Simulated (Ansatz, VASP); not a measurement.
## PbSe: VASP beside Ansatz

File INCAR:

```
SYSTEM = PbSe
  ALGO = Normal
  EDIFF = 1E-7
  ENCUT = 520
  GGA = PS
  ISIF = 2
  ISMEAR = -1
  LASPH = .TRUE.
  LCHARG = .TRUE.
  LELF = .TRUE.
  LREAL = .FALSE.
  LVHAR = .TRUE.
  LWAVE = .FALSE.
  NBANDS = 17
  NELM = 100
  PREC = Accurate
  SIGMA = 0.15
```

Contents of KPOINTS:

```
k-points
0
G
  12 12 12
  0 0 0
```

POSCAR

```
PbSe
1.0
    3.7154000000      0.0000000000      0.0000000000
    0.0000000000      3.7154000000      0.0000000000
    0.0000000000      0.0000000000      3.7154000000
Pb Se
1 1
Direct
    0.0000000000      0.0000000000      0.0000000000
    0.5000000000      0.5000000000      0.5000000000
```

Input for Ansatz:

```yaml
crystal:
  lattice:
    - [3.7154, 0.0, 0.0]
    - [0.0, 3.7154, 0.0]
    - [0.0, 0.0, 3.7154]
  atoms:
    - { symbol: Pb, position: [0.0, 0.0, 0.0] }
    - { symbol: Se, position: [0.5, 0.5, 0.5] }
basis:
  ecutwfc: 420
kpoints:
  mp_grid: { grid: [12, 12, 12] }
hamiltonian:
  xc: pbesol
scf:
  occupations: { method: fermi_dirac, width: 0.15 }
output:
  forces: true
  stress: true
  eigenvalues: true
```

Alike in both runs: task single point; functional PBEsol; k mesh 12 × 12 × 12; occupations fermi-dirac, width 0.15 eV; no spin polarisation.

|  | VASP | Ansatz |
| --- | --- | --- |
| version | VASP 6.6.1 | Ansatz 0.2.0 |
| potentials or method | VASP PAW PBE potentials, release 64 (Pb_d, Se) | scalar-relativistic, plane waves, PAW |
| plane-wave cutoff (eV) | 520 | 420 |
| valence electrons in the cell | 20 | 30 |

```tsv
	VASP	Ansatz	Ansatz less VASP
gap on the k mesh at the Fermi level (eV)	none	none	-
pressure (GPa)	-0.5	-0.5	-0.01
```

A gap of «none» marks a metal or a gap that the smearing closes. With one functional, cell and mesh, what is left measures potentials, basis and numerics. The two sets of potentials don't hold the same shells in valence.

Caveats: the PAW data sets were made with another functional, which shifts forces and pressure a little (VASP). The runs have no spin-orbit coupling, so splittings on Pb are missing.
